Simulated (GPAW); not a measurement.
# Si2Mo (C222) in GPAW: single point with PBE

Aim: the single point of Si2Mo with PBE.

All numbers are computed with GPAW 26.7.0; they aren't measurements. Logs are shortened: lines on timing, memory, paths and dates and some standing lists are left out, and cuts for length are marked. The log counts tension as positive stress, the text compression.

## 1. The cell of the first run

The structure is orthorhombic, space group C222 (No. 21). The conventional cell has a = 4.631 Å, b = 7.942 Å, c = 6.580 Å, α = 90.00°, β = 90.00°, γ = 90.00°. Mo (site symmetry 2) is surrounded by 10 Si at 2.57 to 2.69 Å. Mo (site symmetry 222) is surrounded by 10 Si at 2.57 to 2.67 Å. Si (site symmetry 2) is surrounded by 5 Si at 2.56 to 2.69 Å and 5 Mo at 2.57 to 2.67 Å. Si (site symmetry 1) is surrounded by 5 Si at 2.55 to 2.69 Å and 5 Mo at 2.57 to 2.69 Å.

The cell comes from a database or a generator and needn't be the stable form of this composition.

## 2. Single point, PBE (strain = 0.01)

The input, run.py:

```python
from ase.dft.bandgap import bandgap
from ase.io import read, write
from ase.units import GPa
from gpaw import GPAW, PW

atoms = read('Si2Mo.xyz')

calc = GPAW(mode=PW(600),
            xc='PBE',
            kpts={'size': (5, 5, 3), 'gamma': True},
            occupations={'name': 'fermi-dirac', 'width': 0.05},
            nbands=59,
            convergence={'density': 1e-05, 'energy': 1e-05},
            maxiter=150,
            txt='gpaw.txt')
atoms.calc = calc
energy = atoms.get_potential_energy()
forces = atoms.get_forces()
stress = atoms.get_stress()
calc.write('gs.gpw')
write('result.traj', atoms)
print(f'Energy: {energy:.6f} eV')
print('Forces (eV/A):')
print(forces.round(4))
print('Stress (GPa):', (stress / GPa).round(3))
print('Fermi level:', round(calc.get_fermi_level(), 4), 'eV')
print(f'Gap: {bandgap(calc)[0]:.4f} eV, direct: {bandgap(calc, direct=True)[0]:.4f} eV')
```

The input, Si2Mo.xyz:

```xyz
9
Lattice="4.6313262755 0.0000000000 0.0000000000 -2.3156631378 3.9711348592 0.0000000000 0.0000000000 0.0000000000 6.5797601000" Properties=species:S:1:pos:R:3 pbc="T T T"
Mo     1.1578315688      1.9855674296      5.4831334164
Mo    -1.1578315689      1.9855674296      1.0966266836
Mo     2.3156631378      0.0000000000      3.2898800500
Si     0.0000000000      1.3015234067      3.2898800500
Si     1.1772392805      3.3203731558      1.0966266836
Si     3.4929024183      0.6507617034      5.4831334164
Si     2.3156631377      2.6696114525      3.2898800500
Si     1.1384238572      0.6507617034      1.0966266836
Si    -1.1772392806      3.3203731558      5.4831334164
```

Potentials or basis: GPAW PAW data sets (gpaw-data 1.2.1), pw.

Started as:

```sh
$ OMP_NUM_THREADS=1 python run.py
```

gpaw.txt:

```text
__  _  _
 | _ |_)|_||  |
 |__||  | ||/\| - 26.7.0

Input parameters:
  mode=PW(ecut=600.0),
  convergence={'density': 1e-05, 'energy': 1e-05},
  kpts=MonkhorstPack(size=(5, 5, 3), gamma=True),
  maxiter=150,
  nbands=59,
  occupations=Occupations(name='fermi-dirac', width=0.05),
  xc=XC(name='PBE')

Diagonalizing LCAO Hamiltonian
Converting LCAO to pw mode

         Si
              Mo
                   Si
                 Si
          Si
               Mo
        Mo    Si
             Si

Atoms  # Å, Bohr magnetons
|   | symbol |         x |        y |        z |    initial magnetic moments |
|---|--------|-----------|----------|----------|-----------------------------|
| 0 |     Mo |  1.157832 | 1.985567 | 5.483133 | ( 0.0000,  0.0000,  0.0000) |
| 1 |     Mo | -1.157832 | 1.985567 | 1.096627 | ( 0.0000,  0.0000,  0.0000) |
| 2 |     Mo |  2.315663 | 0.000000 | 3.289880 | ( 0.0000,  0.0000,  0.0000) |
| 3 |     Si |  0.000000 | 1.301523 | 3.289880 | ( 0.0000,  0.0000,  0.0000) |
| 4 |     Si |  1.177239 | 3.320373 | 1.096627 | ( 0.0000,  0.0000,  0.0000) |
| 5 |     Si |  3.492902 | 0.650762 | 5.483133 | ( 0.0000,  0.0000,  0.0000) |
| 6 |     Si |  2.315663 | 2.669611 | 3.289880 | ( 0.0000,  0.0000,  0.0000) |
| 7 |     Si |  1.138424 | 0.650762 | 1.096627 | ( 0.0000,  0.0000,  0.0000) |
| 8 |     Si | -1.177239 | 3.320373 | 5.483133 | ( 0.0000,  0.0000,  0.0000) |

Unit cell  # Å
| periodic |         x |        y |        z |  lengths |     angles |
|----------|-----------|----------|----------|----------|------------|
|      yes |  4.631326 | 0.000000 | 0.000000 | 4.631326 |  90.000000 |
|      yes | -2.315663 | 3.971135 | 0.000000 | 4.596978 |  90.000000 |
|      yes |  0.000000 | 0.000000 | 6.579760 | 6.579760 | 120.247478 |

Number of symmetries: 4
Symmetry operations  # r_c * U_cc + t_c -> r_c
|   | kind |            matrix            |
|---|------|------------------------------|
| 0 |  E   |  1, 0, 0,  0, 1, 0,  0, 0, 1 |
| 1 |  C2  |  1, 0, 0, -1,-1, 0,  0, 0,-1 |
| 2 |  C2  | -1, 0, 0,  1, 1, 0,  0, 0,-1 |
| 3 |  C2  | -1, 0, 0,  0,-1, 0,  0, 0, 1 |

BZ-sampling:
  Number of BZ points: 75
  Number of IBZ points: 18

  Monkhorst-Pack size: [5, 5, 3]
  Monkhorst-Pack shift: [0, 0, 0]

K-points  # in reciprocal-cell coordinates
|     |                                coordinates |     weight |
|-----|--------------------------------------------|------------|
|   0 | (  0.00000000,   0.00000000,   0.00000000) | 0.01333333 |
|   1 | (  0.00000000,   0.00000000,   0.33333333) | 0.02666667 |
|   2 | (  0.00000000,   0.20000000,   0.00000000) | 0.02666667 |
|   3 | (  0.00000000,   0.20000000,   0.33333333) | 0.05333333 |
|   4 | (  0.00000000,   0.40000000,   0.00000000) | 0.02666667 |
|   5 | (  0.00000000,   0.40000000,   0.33333333) | 0.05333333 |
|   6 | (  0.20000000,   0.00000000,   0.00000000) | 0.05333333 |
|   7 | (  0.20000000,   0.00000000,   0.33333333) | 0.10666667 |
|   8 | (  0.20000000,   0.20000000,   0.00000000) | 0.05333333 |
|   9 | (  0.20000000,   0.20000000,   0.33333333) | 0.10666667 |
| ... |                                            |            |
|  17 | (  0.40000000,   0.40000000,   0.33333333) | 0.10666667 |

Plane wave coefficients: 4056
Cutoff: 600.0 eV

Spin-components: 1 (collinear spins)
Bands:           59
Projectors:      48
Spin-degeneracy: 2
Datatype:        complex128

Parallelization:
  kpt:    1
  domain: 1
  band:   1

Density:
  Valence electrons: 66.0
  Components: 1
  Grid points: [27 27 40]
  Charge: 0.0  # |e|

Potential:
  Grid points: [27 27 40]

species:
  Mo:
    name:    Molybdenum
    Z:       42.0
    valence: 14
    core:    28
    charge:  0.0  # [|e|]
    compensation charges:
      type: gauss
      rc: 0.38  # [Å]
      lmax: 2
    cutoffs:
      filter: 2.16  # [Å]
      core: 1.42  # [Å]
    projectors
    | kind |    occ | energy [eV] | rcut [Å] |
    |------|--------|-------------|----------|
    |   4s |  2.000 |     -64.307 |    1.238 |
    |   5s |  1.000 |      -4.084 |    1.238 |
    |   4p |  6.000 |     -38.491 |    1.296 |
    |   5p |  0.000 |      -1.044 |    1.296 |
    |   4d |  5.000 |      -3.754 |    1.296 |
    |    d |        |      23.458 |    1.296 |

    Using partial waves for Mo as LCAO basis

  Si:
    name:    Silicon
    Z:       14.0
    valence: 4
    core:    10
    charge:  0.0  # [|e|]
    compensation charges:
      type: gauss
      rc: 0.33  # [Å]
      lmax: 2
    cutoffs:
      filter: 1.86  # [Å]
      core: 2.06  # [Å]
    projectors
    | kind |    occ | energy [eV] | rcut [Å] |
    |------|--------|-------------|----------|
    |   3s |  2.000 |     -10.812 |    1.058 |
    |   3p |  2.000 |      -4.081 |    1.058 |
    |    s |        |      16.399 |    1.058 |
    |    p |        |      23.130 |    1.058 |
    |    d |        |       0.000 |    1.058 |

    Using partial waves for Si as LCAO basis

Reference energy: -377720.283396  # eV

eigensolver:
  PPCG
  Converge bands: occupied
  niter=2

density mixing:
  MSR1-Mixer
  Pratt-step length: 0.05
  Maximum mixing coefficient: 0.75
  Old densities: 10
  SVD Regularization: 0.005
  Good broyden scale: 1.0
  Trust region scale: 1.0
  Backstep threshold: 4.0
  History deletion threshold: 6.0
  Fourier metric: weight=20.0, sigma=0.015

occupation numbers:
  Fermi-Dirac:
    width: 0.0500  # eV

poisson solver:
  ecut: 4800.0  # eV

xc functional:
  name: PBE with 2 nearest neighbor stencil

convergence criteria:
[... 6 lines left out ...]
|iter     | |      energy | eigst |  dens |
|---------|-|-------------|-------|-------|
|iter:   1| |  -72.741689 | +0.67 |       |
|iter:   2| |  -72.415568 | -1.01 | -1.01 |
|iter:   3| |  -71.908203 | -0.55 | -1.04 |
|iter:   4| |  -70.336791 | -1.24 | -1.21 |
|iter:   5| |  -70.494082 | -2.33 | -1.79 |
|iter:   6| |  -70.331888 | -2.63 | -1.75 |
|iter:   7| |  -70.333620 | -3.66 | -2.27 |
|iter:   8| |  -70.333550 | -4.59 | -2.95 |
|iter:   9| |  -70.333500c| -5.46 | -3.35 |
|iter:  10| |  -70.333499c| -6.58 | -3.81 |
|iter:  11| |  -70.333499c| -7.48c| -4.26 |
|iter:  12| |  -70.333499c| -8.59c| -5.16c|

Converged in 12 steps
Energy contributions relative to reference atoms: (reference = -377720.283396)

Energy contributions:
  Kinetic:           2.097779
  Coulomb:          -3.481784
  Zero:             -0.936198
  External:          0.000000
  Xc:              -68.013141
  Entropy:          -0.000311
  Spinorbit:         0.000000
  ----------------------------
  Free energy:     -70.333654
  Extrapolated:    -70.333499

dipole moment: (-8.618204, -14.780610, -0.000025)  # |e|*Ang

Fermi level: 12.567
Eigenvalues  # (at kpt = [0.000, 0.000, 0.000])
| band index |      eig [eV] | occ [0-2] |
|------------|---------------|-----------|
|          0 |       -48.592 |     2.000 |
|        ... |               |           |
|         25 |         9.011 |     2.000 |
|         26 |         9.373 |     2.000 |
|         27 |         9.442 |     2.000 |
|         28 |         9.564 |     2.000 |
|         29 |         9.610 |     2.000 |
|         30 |         9.853 |     2.000 |
[... 8 lines left out ...]
|         39 |        15.371 |     0.000 |
|         40 |        15.518 |     0.000 |
|        ... |               |           |
|         58 |        24.498 |     0.000 |

Gap: 0.584 eV
Transition (v -> c):
  (s=0, k=1, n=32, [0.00, 0.00, 0.33]) -> (s=0, k=14, n=33, [0.40, 0.00, 0.00])
Direct/indirect transitions are different
Direct gap: 0.858 eV
Transition at: (s=0, k=15, n=32, [0.40, 0.00, 0.33])

Forces  # eV/Ang
|        x |        y |        z |
|----------|----------|----------|
|  0.00000 |  0.00000 | -0.00296 |  # Mo   0
|  0.00000 | -0.00000 |  0.00296 |  # Mo   1
|  0.00000 |  0.00000 |  0.00000 |  # Mo   2
| -0.00000 |  0.03083 |  0.00000 |  # Si   3
| -0.00957 | -0.00490 |  0.00370 |  # Si   4
| -0.00957 |  0.00490 | -0.00370 |  # Si   5
|  0.00000 | -0.03083 |  0.00000 |  # Si   6
|  0.00957 |  0.00490 |  0.00370 |  # Si   7
|  0.00957 | -0.00490 | -0.00370 |  # Si   8

Stress tensor  # eV/Ang^3
|        x |         y |         z |
|----------|-----------|-----------|
| 0.000118 |  0.000000 |  0.000000 |
| 0.000000 | -0.021075 | -0.000000 |
| 0.000000 | -0.000000 | -0.016032 |

# Writing to gs.gpw (mode='')
```

Run time: 94 s. Hardware: 1 thread of Arm Neoverse V2, shared host; peak memory 0.28 GiB.

What came out:

```
Free energy            : -70.3337 eV
Pressure               : 2.0 GPa
Largest force          : 0.031 eV/Å
Band gap on the k mesh : 0.58 eV, indirect (least direct gap 0.86 eV)
```

Forces in eV/Å, atoms in the order of the input:
```
Mo   0.000  0.000 -0.003
Mo   0.000  0.000  0.003
Mo   0.000  0.000  0.000
Si   0.000  0.031  0.000
Si  -0.010 -0.005  0.004
Si  -0.010  0.005 -0.004
Si   0.000 -0.031  0.000
Si   0.010  0.005  0.004
Si   0.010 -0.005 -0.004
```

Caveat: the density grid can change from cell to cell, which puts small steps into energies and stress; an odd mesh through Γ misses points on the zone boundary, where band edges often lie.
